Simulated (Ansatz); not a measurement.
# Ga2P2H (buck sheet): the cost of one run

Program: Ansatz 0.2.0. Level of theory: DFT PBE, scalar-relativistic, plane waves, PAW. These are calculated values, not measurements.

3 further runs of the same task are left out: 3 set aside as unsound or not needed. Runs told in other sessions of the task aren't counted.

## 1. The structure to begin with

The structure is trigonal, space group P3m1 (No. 156). Conventional cell: a = 3.897 Å, b = 3.897 Å, c = 24.747 Å, α = 90.00°, β = 90.00°, γ = 120.00°. Ga (site symmetry 3m) has 3 P at 2.28 Å in its first shell of neighbours. Around P (site symmetry 3m) lie 3 Ga at 2.28 Å.

As a file:

```xyz
2
Lattice="3.8974 0.0000 0.0000 -1.9487 3.3752 0.0000 0.0000 0.0000 24.7471" Properties=species:S:1:pos:R:3 pbc="T T T"
Ga    0.0000    2.2502    9.0455
P     1.9487    1.1251    9.4281
```

This sheet was relaxed beforehand with the same method; its gap on the mesh is 1.64 eV.

## 2. Next: the armchair ribbon, N = 8 with H caps

The ribbon is cut from the relaxed sheet, periodic along c; N counts formula units a period. The edge energy is the mean of both edges over the sheet, -2269.3451 eV an atom. Each H cap counts from half an H2 molecule (-15.872 eV in a separate run).

The cell holds 8 Ga, 8 P, 4 H: a = 25.300 Å, b = 9.700 Å, c = 6.750 Å, α = 90.00°, β = 90.00°, γ = 90.00°.

## 3. Relaxing it

Pressure and volume refer to the whole cell with its vacuum; only the period along c may change.

Contents of input.yaml:

```yaml
crystal:
  lattice:
    - [25.3, 0.0, 0.0]
    - [0.0, 9.7, 0.0]
    - [0.0, 0.0, 6.75045588]
  atoms:
    - { symbol: Ga, position: [0.6925581778, 0.4802769348, 0.3333333333] }
    - { symbol: Ga, position: [0.769581449, 0.4802769348, 0.8333333333] }
    - { symbol: Ga, position: [0.5385116356, 0.4802769348, 0.3333333333] }
    - { symbol: Ga, position: [0.6155349067, 0.4802769348, 0.8333333333] }
    - { symbol: Ga, position: [0.3844650933, 0.4802769348, 0.3333333333] }
    - { symbol: Ga, position: [0.4614883644, 0.4802769348, 0.8333333333] }
    - { symbol: Ga, position: [0.230418551, 0.4802769348, 0.3333333333] }
    - { symbol: Ga, position: [0.3074418222, 0.4802769348, 0.8333333333] }
    - { symbol: P, position: [0.769581449, 0.5197230652, 0.1666666667] }
    - { symbol: P, position: [0.6155349067, 0.5197230652, 0.1666666667] }
    - { symbol: P, position: [0.6925581778, 0.5197230652, 0.6666666667] }
    - { symbol: P, position: [0.4614883644, 0.5197230652, 0.1666666667] }
    - { symbol: P, position: [0.5385116356, 0.5197230652, 0.6666666667] }
    - { symbol: P, position: [0.3074418222, 0.5197230652, 0.1666666667] }
    - { symbol: P, position: [0.3844650933, 0.5197230652, 0.6666666667] }
    - { symbol: P, position: [0.230418551, 0.5197230652, 0.6666666667] }
    - { symbol: H, position: [0.822562423, 0.5074102203, 0.7186905481] }
    - { symbol: H, position: [0.177437577, 0.5074102203, 0.2186905481] }
    - { symbol: H, position: [0.8175005465, 0.4951821318, 0.2703563195] }
    - { symbol: H, position: [0.1824994535, 0.4951821318, 0.7703563195] }
basis:
  ecutwfc: 420
kpoints:
  mp_grid: { grid: [1, 1, 5] }
hamiltonian:
  xc: pbe
scf:
  occupations: { method: gaussian, width: 0.05 }
output:
  forces: true
  stress: true
  eigenvalues: true
  populations: true
  write_density: true
  write_potential: true
  elf: true
  volumetric_format: npy
relax:
  adjacent_minimum: "off"
  f_tol: 0.02
  max_steps: 45
  cell: { fix: [a, b, alpha, beta, gamma], stress_tol: 0.03 }
```

Command:

```
$ ansatz run input.yaml --threads 4 --pin off --max-ram 11264MiB --backend cpu --events-out ev --progress --plain --runs-dir out
```

Q: Estimate wall time and peak memory on 4 threads of Arm Neoverse V2, shared host.

About 12 min, with a peak of 2.6 GiB.
